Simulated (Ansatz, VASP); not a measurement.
**MoS2: VASP beside Ansatz**

Aim: how closely do two programs agree when they are given the same cell, functional and k mesh? The structure shown is the end of the Ansatz relaxation below.

Program: Ansatz 0.2.0. Level of theory: plane waves, with VASP 6.6.1 beside it; single point at PBE with D3(BJ). Results are calculated unless marked as measured.

### Step 1. The structure

The cell holds 12 atoms: 4 Mo and 8 S. Its edges and angles: a = 3.150 Å, b = 3.150 Å, c = 36.616 Å, α = 90.0°, β = 90.0°, γ = 120.0°. Vacuum lies along c.

### Step 2. Ansatz: relaxation, PBE with D3(BJ)

Ansatz runs on its PAW soft_1 files.

This run makes the geometry at which the two programs are then compared.

Input file input.yaml:

```yaml
crystal:
  lattice:
    - [3.169, 0.0, 0.0]
    - [-1.5845, 2.7444345, 0.0]
    - [0.0, 0.0, 36.616296]
  atoms:
    - { symbol: Mo, position: [0.66666667, 0.33333333, 0.24757141] }
    - { symbol: Mo, position: [0.33333333, 0.66666667, 0.41585714] }
    - { symbol: Mo, position: [0.66666667, 0.33333333, 0.58414286] }
    - { symbol: Mo, position: [0.33333333, 0.66666667, 0.75242859] }
    - { symbol: S, position: [0.33333333, 0.66666667, 0.20482683] }
    - { symbol: S, position: [0.33333333, 0.66666667, 0.29031598] }
    - { symbol: S, position: [0.33333333, 0.66666667, 0.54139829] }
    - { symbol: S, position: [0.66666667, 0.33333333, 0.37311256] }
    - { symbol: S, position: [0.33333333, 0.66666667, 0.62688744] }
    - { symbol: S, position: [0.66666667, 0.33333333, 0.45860171] }
    - { symbol: S, position: [0.66666667, 0.33333333, 0.70968402] }
    - { symbol: S, position: [0.66666667, 0.33333333, 0.79517317] }
kpoints:
  mp_grid: { grid: [12, 12, 1] }
scf:
  occupations: { method: fermi_dirac, width: 0.02 }
hamiltonian:
  xc: pbe
  pseudopotentials: { kind: paw, azcp: { folder: soft_1 } }
  dispersion: d3bj
basis:
  ecutwfc: 600
output:
  forces: true
  stress: true
relax:
  f_tol: 0.005
  max_steps: 70
  cell: { stress_tol: 0.02, p_target: 0, fix: [c, alpha, beta, gamma] }
```

Command:

```bash
$ ansatz run input.yaml --threads 4 --pin off --max-ram 10240MiB --backend cpu --events-out ev --progress --plain --runs-dir out
```

Numbers of over 12 decimals in the logs are rounded to 6 here.

The log of the run:

```text
Warning: crystal.symmetry: narrowed to the stabiliser of the fixed cell quantities (relax.cell.fix) — unitary ops 12 → 4. The narrowing is safe, since a smaller group never makes results wrong: the run goes on under it, on as many k-points as the starting group would need, or more. Excluded: 8 operations that would move a fixed cell quantity at a test strain (relax.cell.fix fixes c, alpha, beta, gamma). The cell can leave their symmetry as it relaxes.
Engine: ansatz 0.2.0, aarch64-unknown-linux-gnu
Pseudopotentials: kind: paw
Pseudopotential: Mo, paw, valence charge 14, recommended cutoff 420 eV (normal), soft_1/Mo.paw.azcp
Pseudopotential: S, paw, valence charge 6, recommended cutoff 420 eV (normal), soft_1/S.paw.azcp
Functional definition: PBE
  parameter kappa = 0.804
  parameter beta = 0.066725
  exchange = pbe_x(kappa = kappa, mu = beta*pi^2/3)
  correlation = pbe_c(beta = beta)
Crystal: 12 atoms, lattice volume = 318.456 Å³
Basis set: ecut = 600 eV, 10707 PW (Γ), exchange–correlation on 54×54×600 points (8 copies of the dense FFT grid, shifted against one another)
Bands: 64, of which v1, the nominal top of the filled ones, is band 52 counted from 1 (51 counted from 0)
Symmetry: 4 space group operations
k-points: 43 of 144
Non-local potential: Mo, projectors of the file, l = 0: 3, l = 1: 2, l = 2: 2, l = 3: 1
Non-local potential: S, projectors of the file, l = 0: 2, l = 1: 2, l = 2: 1
PAW form: soft (Blöchl's): semilocal exchange-correlation on the pseudo side does not see the compensation charge
PAW one-centre angular grid: Mo, 590 points (default); XC on 64 Gauss nodes
PAW one-centre angular grid: S, 110 points (default); XC on 64 Gauss nodes
Initial density: superposition of atomic densities (neutral atoms: chi_scale 0, normalization atom)
Initial wavefunctions: pseudopotential atomic-orbital guess
Functional: x = pbe(κ = 0.804, μ = 0.219515), c = pbe(β = 0.066725)
SCF iter   1: F=—  HF=-27061.842992 eV  |F-HF|=—  |Δ(HF+E_count)|=         —  Δρ=7.29e-2  dr2=2.63e1  ethr=3.10e-3  ⟨swp⟩=8.6  Hψ=14160  notcnv=0
preconditioner: auto → Resta (q_TF=auto, 2.264 Å⁻¹)  ε∞=5.2  [insulator: Δε(μ)=0.935 eV  Ē_g=8.620 eV  σ=0.020 eV  W_gap=1.00  n_scr=26 (ndim 8)  ℏωp=17.7 eV  f_vac=0.321  D(μ)=0.00/eV (n_scr^D=0)  ε∞_Penn≈5.2  vacuum switching on, ρ_ref=5.4e-3 e/Å³]
SCF iter   2: F=—  HF=-27057.033862 eV  |F-HF|=—  |Δ(HF+E_count)|=    4.81e0  Δρ=2.89e-2  dr2=7.08e0  ethr=3.10e-3  ⟨swp⟩=4.0  Hψ=6767  notcnv=0  defer=197
SCF iter   3: F=—  HF=-27056.184886 eV  |F-HF|=—  |Δ(HF+E_count)|=   8.49e-1  Δρ=1.54e-2  dr2=7.39e-1  ethr=3.10e-3  ⟨swp⟩=3.1  Hψ=4635  notcnv=0  defer=198
SCF iter   4: F=—  HF=-27056.026246 eV  |F-HF|=—  |Δ(HF+E_count)|=   1.59e-1  Δρ=3.27e-3  dr2=7.50e-2  ethr=7.11e-4  ⟨swp⟩=3.0  Hψ=5403  notcnv=0  defer=198
SCF iter   5: F=—  HF=-27056.021419 eV  |F-HF|=—  |Δ(HF+E_count)|=   4.83e-3  Δρ=1.17e-3  dr2=7.46e-3  ethr=7.21e-5  ⟨swp⟩=3.0  Hψ=4661  notcnv=0  defer=198
SCF iter   6: F=—  HF=-27056.021454 eV  |F-HF|=—  |Δ(HF+E_count)|=   3.51e-5  Δρ=5.10e-4  dr2=2.21e-3  ethr=7.17e-6  ⟨swp⟩=2.8  Hψ=4576  notcnv=0  defer=198
SCF iter   7: F=—  HF=-27056.021305 eV  |F-HF|=—  |Δ(HF+E_count)|=   1.49e-4  Δρ=2.57e-4  dr2=4.49e-4  ethr=2.13e-6  ⟨swp⟩=2.3  Hψ=3853  notcnv=0  defer=198
SCF iter   8: F=—  HF=-27056.021290 eV  |F-HF|=—  |Δ(HF+E_count)|=   1.44e-5  Δρ=9.42e-5  dr2=5.39e-5  ethr=4.32e-7  ⟨swp⟩=2.0  Hψ=3674  notcnv=0  defer=198
SCF iter   9: F=—  HF=-27056.021214 eV  |F-HF|=—  |Δ(HF+E_count)|=   7.65e-5  Δρ=2.11e-5  dr2=9.68e-6  ethr=5.18e-8  ⟨swp⟩=2.0  Hψ=4072  notcnv=0  defer=198
SCF iter  10: F=—  HF=-27056.021213 eV  |F-HF|=—  |Δ(HF+E_count)|=   6.15e-7  Δρ=8.92e-6  dr2=6.87e-7  ethr=9.31e-9  ⟨swp⟩=2.0  Hψ=3735  notcnv=0  defer=198
SCF iter  11: F=-27056.021213 eV  HF=-27056.021213 eV  |F-HF|=1.46e-8  |Δ(HF+E_count)|=   3.83e-8  Δρ=2.85e-6  dr2=4.76e-8  ethr=9.62e-11  ⟨swp⟩=6.0  Hψ=11038  notcnv=0
SCF 1 converged in 11 iterations: F = -27056.021213 eV  dr2 = 4.76e-8
  greatest PAW one-centre occupation: 0.999 electrons in one spin orbital (limit 2), on the Mo atom at site 3 (counted from 0), in its partial waves of l = 0
relax step   1: F+E_penalty+E_count = -27056.02121319 eV  Δ(F+E_penalty+E_count) = +0.000e0 eV  max|allowed force component| = 6.572e-2 eV/Å  Δτ_max = 0.0000 Å  P = -1.146 GPa  Ω = 318.456 Å³  fix = [c, alpha, beta, gamma]  reactions: c -0.881 GPa; alpha +0.000, beta -0.000, gamma +0.000 GPa/rad  (11 SCF iters, dr2 threshold 1.00e-7 eV, accepted)
[...]
relax step   8: F+E_penalty+E_count = -27056.04526838 eV  Δ(F+E_penalty+E_count) = +8.485e-6 eV  max|allowed force component| = 8.078e-3 eV/Å  Δτ_max = 0.0044 Å  P = -0.021 GPa  Ω = 314.738 Å³  energy of the carried Pulay correction = +3.668e-5 eV  fix = [c, alpha, beta, gamma]  (9 SCF iters, dr2 threshold 1.82e-9 eV, rejected (line search))
[...]
relax step   9: F+E_penalty+E_count = -27056.04528536 eV  Δ(F+E_penalty+E_count) = -8.486e-6 eV  max|allowed force component| = 2.702e-4 eV/Å  Δτ_max = 0.0018 Å  P = -0.006 GPa  Ω = 314.735 Å³  energy of the carried Pulay correction = +3.670e-5 eV  fix = [c, alpha, beta, gamma]  reactions: c -0.017 GPa; alpha +0.000, beta -0.000, gamma -0.000 GPa/rad  (10 SCF iters, accepted)
[...]
relax step  10: F+E_penalty+E_count = -27056.04524910 eV  Δ(F+E_penalty+E_count) = +3.626e-5 eV  max|allowed force component| = 2.625e-4 eV/Å  Δτ_max = 0.0000 Å  P = -0.006 GPa  Ω = 314.735 Å³  fix = [c, alpha, beta, gamma]  reactions: c -0.017 GPa; alpha +0.000, beta -0.000, gamma -0.000 GPa/rad  stress off target by 6.93e-4 GPa on what of the cell is left free  SCF on the basis re-selected at this cell (its energy is not comparable with the rows above)  (6 SCF iters)
basis re-selected at this cell: Δ(F+E_penalty+E_count) = +3.626e-5 eV, ΔP = +0.000 GPa vs the last step (what re-selecting the basis moved, of the pressure what is left beyond the Pulay correction that the steps carried, after the strain that the cell walked since its last selection, with what the two solves' SCF thresholds leave and, on support functions, any second-order correction that the steps lacked; it is no m [...]
SCF converged after 6 iterations
Free energy (F): -27056.045249 eV
Harris-Foulkes:  -27056.045249 eV  (|F-HF|=3.27e-11)
Internal energy: -27056.045249 eV  (E = F + TS)
E sigma→0 (E₀):  -27056.045249 eV
Fermi energy:    6.177762 eV
--- Per-component energies (eV) ---
  E_band       = -1162.612863
  E_kinetic    = 2540.640679
  E_local      = -92848.551663  (includes V_loc(G=0)·N_el)
  E_nonlocal   = 867.674228
  E_hartree    = 45268.436372
  E_xc         = -1419.264909
  E_vxc        = -1544.974932  (∫ρ·V_xc dr)
  E_paw        = -17714.591983  (= ΣΔE_a)
  E_vpaw       = -714.274738  (= ΣTr[D̂ρ^β])
  E_aug_tail   = 0.000045  (compensation charges beyond the density's cutoff)
  E_ewald      = 36254.488488
  E_disp       = -4.876507  (pairwise vdW)
  E_smearing   = -0.000000  (= −TS)
  E_closure    = -0.000000  (closes the sum)
  Σ components = -27056.045249   (vs F -27056.045249, Δ=0.00e0)
--- Forces (eV/Å), atoms counted from 1 ---
  atom   1  Mo     0.00000001    -0.00000000    -0.00006257
  atom   2  Mo     0.00000007    -0.00000004     0.00008562
  atom   3  Mo    -0.00000007     0.00000004    -0.00008562
  atom   4  Mo    -0.00000001     0.00000000     0.00006257
  atom   5  S      0.00000001    -0.00000001     0.00026246
  atom   6  S      0.00000002    -0.00000001    -0.00002770
  atom   7  S      0.00000007    -0.00000004    -0.00007901
  atom   8  S     -0.00000007     0.00000004     0.00015546
  atom   9  S      0.00000007    -0.00000004    -0.00015546
  atom  10  S     -0.00000007     0.00000004     0.00007901
  atom  11  S     -0.00000002     0.00000001     0.00002770
  atom  12  S     -0.00000001     0.00000001    -0.00026246
  max |Σ_I F_I| component: 5.42e-20 eV/Å
--- Stress (GPa, compression-positive) ---
       -0.000693       0.000000       0.000000
        0.000000      -0.000693      -0.000000
        0.000000      -0.000000      -0.017283
  P = ⅓ Tr σ = -0.0062 GPa (-0.062 kbar)
--- Relaxed structure (9 steps of the walk, 6 accepted, 1 SCFs on fresh bases) ---
  F+E_penalty+E_count = -27056.04524910 eV   max|allowed force component| = 2.625e-4 eV/Å   (the final SCF, on the basis selected at the relaxed cell)
  cell:  # Å, volume = 314.7353 Å³
    - [3.150433, -3.1127225444896144e-19, 0]
    - [-1.575216, 2.728355, 0]
    - [0, 0, 36.616296]
  atoms:
    - { symbol: Mo, position: [0.666667, 0.333333, 0.252079] }
    - { symbol: Mo, position: [0.333333, 0.666667, 0.417407] }
    - { symbol: Mo, position: [0.666667, 0.333333, 0.582593] }
    - { symbol: Mo, position: [0.333333, 0.666667, 0.747921] }
    - { symbol: S, position: [0.333333, 0.666667, 0.209257] }
    - { symbol: S, position: [0.333333, 0.666667, 0.294858] }
    - { symbol: S, position: [0.333333, 0.666667, 0.539838] }
    - { symbol: S, position: [0.666667, 0.333333, 0.374650] }
    - { symbol: S, position: [0.333333, 0.666667, 0.625350] }
    - { symbol: S, position: [0.666667, 0.333333, 0.460162] }
    - { symbol: S, position: [0.666667, 0.333333, 0.705142] }
    - { symbol: S, position: [0.666667, 0.333333, 0.790743] }
```

Reading the cycles: dr2 is the Hartree energy of the density residual (eV), the measure of convergence; HF is the Harris–Foulkes estimate of the energy, which meets the free energy F at convergence.

### Step 3. VASP: single point, PBE with D3(BJ)

The same cell, functional, mesh and smearing now go to VASP, with its own data sets.

Lines of VASP's logs that name or quote its potential files are left out, and so is its time.

Input file INCAR:

```
SYSTEM = MoS2
PREC = Accurate
ENCUT = 500
EDIFF = 1E-06
NELM = 120
ISMEAR = -1
SIGMA = 0.02
LREAL = .FALSE.
ALGO = Normal
GGA = PE
IVDW = 12
NBANDS = 64
LASPH = .TRUE.
LORBIT = 11
LWAVE = .FALSE.
LCHARG = .FALSE.
ISIF = 2
GGA_COMPAT = .FALSE.
EFERMI = MIDGAP
KPAR = 2
```

Input file POSCAR:

```
MoS2
1.0
    3.1504325204      0.0000000000      0.0000000000
   -1.5752162602      2.7283545956      0.0000000000
    0.0000000000      0.0000000000     36.6162960000
Mo S
4 8
Direct
    0.6666666792      0.3333333208      0.2520794146
    0.3333333412      0.6666666588      0.4174067383
    0.6666666588      0.3333333412      0.5825932617
    0.3333333208      0.6666666792      0.7479205854
    0.3333333461      0.6666666539      0.2092573328
    0.3333333455      0.6666666545      0.2948576471
    0.3333333247      0.6666666753      0.5398378237
    0.6666666755      0.3333333245      0.3746501862
    0.3333333245      0.6666666755      0.6253498138
    0.6666666753      0.3333333247      0.4601621763
    0.6666666545      0.3333333455      0.7051423529
    0.6666666539      0.3333333461      0.7907426672
```

Input file KPOINTS:

```
Automatic mesh
0
Gamma
12 12 1
0 0 0
```

The projector-augmented-wave data sets are Mo_sv and S (PBE family, release 64).

Command:

```bash
$ mpirun -np 2 vasp_std
```

The log of the run:

```text
[banner, memory and clock lines left out]
running    2 mpi-ranks, on    1 nodes
 distrk:  each k-point on    1 cores,    2 groups
 distr:  one band on    1 cores,    1 groups

 POSCAR found type information on POSCAR MoS
 POSCAR found :  2 types and      12 ions
 LDA part: xc-table for (Slater+PW92), standard interpolation
 POSCAR, INCAR and KPOINTS ok, starting setup
 FFT: planning ... GRIDC
 FFT: planning ... GRID_SOFT
 FFT: planning ... GRID
 WAVECAR not read
 entering main loop
       N       E                     dE             d eps       ncg     rms          rms(c)
DAV:   1     0.926677803930E+03    0.92668E+03   -0.56420E+04  2880   0.142E+03
DAV:   2    -0.275960330815E+02   -0.95427E+03   -0.92767E+03  2976   0.366E+02
DAV:   3    -0.902840235881E+02   -0.62688E+02   -0.61474E+02  2976   0.831E+01
DAV:   4    -0.928910352873E+02   -0.26070E+01   -0.25946E+01  3272   0.158E+01
DAV:   5    -0.929657135479E+02   -0.74678E-01   -0.74572E-01  3160   0.263E+00    0.491E+01
DAV:   6    -0.886601916292E+02    0.43055E+01   -0.37980E+01  2680   0.244E+01    0.187E+01
DAV:   7    -0.880498768378E+02    0.61031E+00   -0.18503E+01  2680   0.166E+01    0.118E+01
DAV:   8    -0.871565154840E+02    0.89336E+00   -0.35189E+00  2832   0.774E+00    0.426E+00
DAV:   9    -0.872032969359E+02   -0.46781E-01   -0.46114E-01  3232   0.222E+00    0.231E+00
DAV:  10    -0.871661332434E+02    0.37164E-01   -0.17346E-01  2848   0.173E+00    0.555E-01
DAV:  11    -0.871662901574E+02   -0.15691E-03   -0.10078E-02  3096   0.388E-01    0.293E-01
DAV:  12    -0.871660169557E+02    0.27320E-03   -0.90993E-04  2904   0.115E-01    0.169E-01
DAV:  13    -0.871659399964E+02    0.76959E-04   -0.15263E-04  3112   0.444E-02    0.136E-01
DAV:  14    -0.871658858506E+02    0.54146E-04   -0.11093E-04  2888   0.356E-02    0.782E-02
[...]
DAV:  19    -0.871660538546E+02   -0.14179E-04   -0.11199E-06  1920   0.281E-03    0.699E-03
DAV:  20    -0.871660806423E+02   -0.26788E-04   -0.33971E-06  2112   0.456E-03    0.245E-03
DAV:  21    -0.871660880451E+02   -0.74028E-05   -0.27348E-07  1840   0.136E-03    0.255E-03
DAV:  22    -0.871661009237E+02   -0.12879E-04   -0.20538E-07  1720   0.972E-04    0.129E-03
DAV:  23    -0.871661131239E+02   -0.12200E-04   -0.36361E-07  1816   0.999E-04    0.670E-04
DAV:  24    -0.871661155117E+02   -0.23878E-05   -0.40600E-08  1544   0.384E-04    0.464E-04
DAV:  25    -0.871661193115E+02   -0.37998E-05   -0.18892E-07  1728   0.519E-04    0.200E-04
DAV:  26    -0.871661198908E+02   -0.57927E-06   -0.24436E-08  1520   0.245E-04
   1 F= -.92041839E+02 E0= -.92041839E+02  d E =-.320912E-11
```

(Continued in part 2 of 2.)

[Lines on the potential files, build, host, timing and source positions are cut from VASP's logs without a mark.]

[Logs are printed without paths, hosts, clocks, repeated set-up lines and the standing remarks that a program may print on its own settings, such as how far it seeks lower states.]

[Hosts, paths, dates, database ids (printed as entryN), source tags and the programs' standing remarks are cut or masked in the printed files.]
